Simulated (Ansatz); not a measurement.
This is a relaxation of cell and atoms with Ansatz 0.2.0 on AlP (started from an entry of an open crystallographic database); the level of theory is HSE06. The starting cell comes from a relaxation with r2SCAN.

```yaml
crystal:
  lattice:
    - [0.0, 2.7392607961, 2.7392607961]
    - [2.7392607961, 0.0, 2.7392607961]
    - [2.7392607961, 2.7392607961, 0.0]
  atoms:
    - { symbol: Al, position: [0.0, 0.0, 0.0] }
    - { symbol: P, position: [0.25, 0.25, 0.25] }
kpoints:
  mp_grid: { grid: [6, 6, 6] }
hamiltonian:
  xc: hse06
scf:
  occupations: { method: fermi_dirac, width: 0.02 }
relax:
  f_tol: 0.005
  cell: {}
output:
  write_density: true
  write_potential: true
  elf: true
  volumetric_format: npy
```

In the abridged output below, numbers in square brackets stand for lines, or ends of lines, that were taken out.
```
Functional definition: HSE06
Crystal: 2 atoms, lattice volume = 41.108 Å³
[1]
Bands: 8, of which v1, the nominal top of the filled ones, is band 4 counted from 1 (3 counted from 0)
[2]
Exchange kernel: α = 0.2500, screened, ω = 0.2079 Å⁻¹, Wigner–Seitz truncation, v(0) = 1046.4619 eV·Å³, q-mesh 6×6×6
preconditioner: auto → none  [insulator: Δε(μ)=2.250 eV  σ=0.020 eV  ℏωp=16.4 eV]
relax step 1: F+E_penalty+E_count = -1295.44031158 eV  P = -0.111 GPa  Ω = 41.108 Å³
--- Relaxed structure (2 steps of the walk, 2 accepted, 1 SCFs on fresh bases) ---
[3]
```

**Question.** What stood in the gaps? They hold the relaxed structure, cutoff and plane waves at Γ, the symmetry found.

**Answer.**
```
[1]
Basis set: ecut = 420 eV, 821 PW (Γ)
[2]
Symmetry: 24 space group operations
Space group: F-43m (ITA 216)
[3]
  F+E_penalty+E_count = -1295.44032469 eV
  cell:  # Å, volume = 41.0685 Å³
    - [0.000000, 2.738375, 2.738375]
    - [2.738375, 0.000000, 2.738375]
    - [2.738375, 2.738375, 0.000000]
  atoms:
    - { symbol: Al, position: [0.000000, 0.000000, 0.000000] }
    - { symbol: P, position: [0.250000, 0.250000, 0.250000] }
```
Only the leading digits can be foreseen; the rest is this run's record.

The walk took 2 steps and changed the volume by -0.1 %. The last SCF, on a fresh basis, lies 0.0 meV an atom below the first. Final cell: it is cubic, F-43m (No. 216); conventional cell a = 5.477 Å, 20.53 Å³ an atom. Al is surrounded by 4 P at 2.37 Å; P is surrounded by 4 Al at 2.37 Å.

Run as `ansatz run input.yaml --threads 2 --pin off --max-ram 2211MiB --backend cpu --events-out ev --progress --plain --runs-dir out`.

Calculated for a static, non-magnetic cell.

The meshes of the hybrids are coarse, so their gaps aren't converged to the digits shown.
